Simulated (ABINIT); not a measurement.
Te:

```
Te
1.0
     3.82029   -2.14820    0.00000
     3.82029    2.14820    0.00000
    -0.09429    0.00000    5.97609
Te
3
Direct
  0.00000 0.00000 0.00000
  0.30945 0.30945 0.33881
  0.69055 0.69055 0.66119
```

This isn't the form of Te at room conditions, which is trigonal, of chains.

Base run:

- Program: ABINIT 10.8.3 (patched build)
- Functional: PBEsol
- Potentials or basis: PseudoDojo NC SR PBEsol v0.4.1 standard
- Cutoff: 925 eV
- k mesh: 5 × 5 × 4
- Occupations: fermi-dirac, width 0.05 eV
- Spin: no spin polarisation

Its results: band gap on the k mesh none (metal or under the smearing width); pressure -2.4 GPa; largest force 0.029 eV/Å.

The run is repeated on the same cell with these changes: cutoff from 925 eV to 1088 eV. What comes out?

Band gap on the k mesh none (metal or under the smearing width); pressure -1.8 GPa; largest force 0.029 eV/Å.

Caveats: the cutoff is short for stress, so the pressure is rough (some runs).
